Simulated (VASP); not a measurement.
Given:

```
CELL_PARAMETERS angstrom
      3.60973     0.00000     0.00000
     -1.80486     3.12612     0.00000
      0.00000     0.00000     3.85464
ATOMIC_POSITIONS crystal
  Li 0.00000 0.00000 0.50000
  Li 0.33333 0.66667 0.00000
  Li 0.66667 0.33333 0.00000
  N  0.00000 0.00000 0.00000
```

Method: revPBE GGA, VASP's PBE PAW potentials (set 64) (plane waves; VASP). Run with 400 eV cut-off, 11×11×9 Γ-centred mesh, Gaussian smearing of 0.010 eV, potentials Li_sv N.

At this cut-off the stress carries a Pulay error, which pulls relaxed volumes low.

Q: Give the stress tensor in GPa (positive for a compressed cell).

A: 
```
-3.19   0.00   0.00
 0.00  -3.19   0.00
 0.00   0.00  -4.28
```
The pressure is its mean diagonal, -3.55 GPa.

The structure comes from a computed database's Li3N entry; how it stands against other phases isn't given here. The cell was not relaxed at this level.
